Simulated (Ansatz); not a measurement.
Pt (Fm-3m), tetragonal deformation path

Computed with DFT PBE, scalar-relativistic, plane waves, PAW (Ansatz 0.2.0). The runs took a 420 eV cutoff, a Γ-centred 24×24×24 mesh and Gaussian smearing (0.15 eV). Spin–orbit coupling is left out, which can shift energies with elements as heavy as these. No spin polarisation. Energies are free energies at this smearing, counted from the undisturbed cell; pressure is positive in compression.

Zero of the scan (as given, not relaxed at this level; it stands at 11.6 GPa):

```
Pt
1.0
     0.00000    1.95790    1.95790
     1.95790    0.00000    1.95790
     1.95790    1.95790    0.00000
Pt
1
Direct
  0.00000 0.00000 0.00000
```

At fixed volume and fractional coordinates, lengths along (0.000, 0.000, 1.000) are scaled against those across it; ρ is that ratio over its starting value. The cell is metallic on the mesh throughout. At ρ = 0.707 the cell becomes cubic (Im-3m), and there the slope of the energy vanishes by symmetry. At 12 GPa the given cell is far from its own equilibrium, so these figures belong to a strongly strained crystal.

```tsv
ρ	ΔE (meV/atom)
0.650	93.3
0.707	116.8
0.780	91.7
0.850	52.4
0.920	18.2
0.960	5.0
1.000	0.0
1.050	9.0
1.100	37.2
1.200	151.6
1.300	345.7
1.414	652.6
1.500	943.2
```

Q: Predict the pressure (GPa) at each point.

A:
```csv
ρ,pressure (GPa)
0.650,14.4
0.707,14.7
0.780,14.2
0.850,13.2
0.920,12.1
0.960,11.7
1.000,11.6
1.050,11.9
1.100,12.8
1.200,17.0
1.300,24.0
1.414,35.6
1.500,46.8
```